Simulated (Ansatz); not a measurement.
Runs of Ansatz 0.2.0 on CdS (Hawleyite). It takes space group F-43m (No. 216, cubic). Conventional cell: a = 5.833 Å, b = 5.833 Å, c = 5.833 Å, α = 90.00°, β = 90.00°, γ = 90.00°. Cd (site symmetry -43m) is surrounded by 4 S at 2.53 Å. S (site symmetry -43m) has 4 Cd at 2.53 Å as nearest neighbours. 

```tsv
task	level	cell	k mesh	points for each segment of the path	mesh quality	gap on the mesh (eV)	pressure (GPa)
relaxation of cell and atoms	SVWN5	relaxed	8 × 8 × 8	-	not flagged	0.95	0.0
single point	PBE	as given	4 × 4 × 4	-	coarse	1.13	(b)
band structure	rPW86-PBE	as given	8 × 8 × 8	14	not flagged	1.03	5.2
band structure	PBE	as given	8 × 8 × 8	14	not flagged	(a)	2.8
```

Alike in all rows: potentials or basis Ansatz PAW; no spin polarisation; cutoff (eV) 420; smearing fermi-dirac 0.05 eV.

Estimate the missing entries.

(a) 1.15; (b) 3.0.

Caveats: some runs use coarse meshes; the PAW data sets come from PBE, with cores solved anew for the run's functional, which leaves a small shift of forces and pressure (some runs); the plane-wave basis is chosen anew once the cell has moved, so the energies of steps on either side of that aren't comparable (some runs).

A k mesh can miss the band edges, and the runs leave out spin-orbit coupling on Cd.
